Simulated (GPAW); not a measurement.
Runs of GPAW 26.7.0 on Te2Mo. Symmetry: P6_3/mmc, No. 194, hexagonal system. The conventional cell has a = 3.518 Å, b = 3.518 Å, c = 13.974 Å, α = 90.00°, β = 90.00°, γ = 120.00°. Around Te (site symmetry 3m) lie 3 Mo at 2.72 Å. Mo (site symmetry -6m2) is surrounded by 6 Te at 2.72 Å. 

```csv
task,level,potentials or basis,spin,cell,k mesh,cutoff (eV),smearing,maxiter,band path,band points,spin axis theta (degrees),spin axis phi (degrees),grid spacing,other keys,mesh quality,gap on the mesh (eV),pressure (GPa),relaxed volume (Å³/atom),largest force (eV/Å)
band structure,PBE,"GPAW PAW data sets (gpaw-data 1.2.1), fd",off,as given,5 × 5 × 2,-,fermi-dirac 0.05 eV,150,"GMKGALHA,LM,KH",80,-,-,0.2 Å,-,coarse,(a),-,-,0.07
band structure,AM05,"PAW data sets generated in the run's folder for this functional, pw","SOC, no magnetisation",as given,5 × 5 × 2,600,fermi-dirac 0.05 eV,150,"GMKGALHA,LM,KH",60,0,0,-,-,coarse,0.69,(b),-,0.27
one-shot levels on a semilocal density,TPSS,"GPAW PAW data sets (gpaw-data 1.2.1), pw",off,as given,4 × 4 × 1,500,fermi-dirac 0.05 eV,60,-,-,-,-,-,"several, not listed",coarse,0.91,-,-,-
band structure,LDA,"JTH PAW 2.0, LDA, pw",off,as given,5 × 5 × 2,600,fermi-dirac 0.05 eV,150,"GMKGALHA,LM,KH",80,-,-,-,-,coarse,0.64,-2.1,-,0.17
relaxation of cell and atoms,rSCAN,"GPAW PAW data sets (gpaw-data 1.2.1), pw",off,relaxed,5 × 5 × 2,600,fermi-dirac 0.05 eV,150,-,-,-,-,-,-,coarse,1.02,0.0,26.73,0.01
band structure,LDA,"the program's PAW data sets (release 1.2.1) made for this functional, other valence, pw",off,as given,5 × 5 × 2,600,fermi-dirac 0.05 eV,150,"GMKGALHA,LM,KH",80,-,-,-,-,coarse,0.65,-4.7,-,0.33
relaxation of cell and atoms,PBE+D3(BJ),"GPAW PAW data sets (gpaw-data 1.2.1), pw",off,relaxed,5 × 5 × 2,600,fermi-dirac 0.05 eV,150,-,-,-,-,-,-,coarse,0.56,0.0,(c),-
dielectric tensor,PBE,"GPAW PAW data sets (gpaw-data 1.2.1), pw",off,as given,7 × 7 × 2,500,fermi-dirac 0.001 eV,150,-,-,-,-,-,-,not flagged,0.83,-,-,-
```

Q: Fill in the values left out.

A: (a) 0.70; (b) -1.9; (c) 23.94.

Caveats: some runs use coarse meshes; spin-orbit coupling is left out, which moves the levels of the heavy elements (some runs); this functional lacks dispersion, which binds the layers, so the pressure and a relaxed spacing across them are unreliable (some runs); an odd mesh through Γ misses points on the zone boundary, where band edges often lie (some runs); the PAW data sets were made with another functional, which shifts forces and pressure a little (some runs); later steps reuse the first step's grids (some runs); the real-space grid adds noise to forces (some runs); spin-orbit coupling was added after a scalar SCF, so levels and gaps hold it while energy, forces, pressure and moments don't (some runs).

A k mesh can miss the band edges, and rows without SOC leave out spin-orbit coupling on Mo, Te.

The runs don't all hold the same shells in valence.
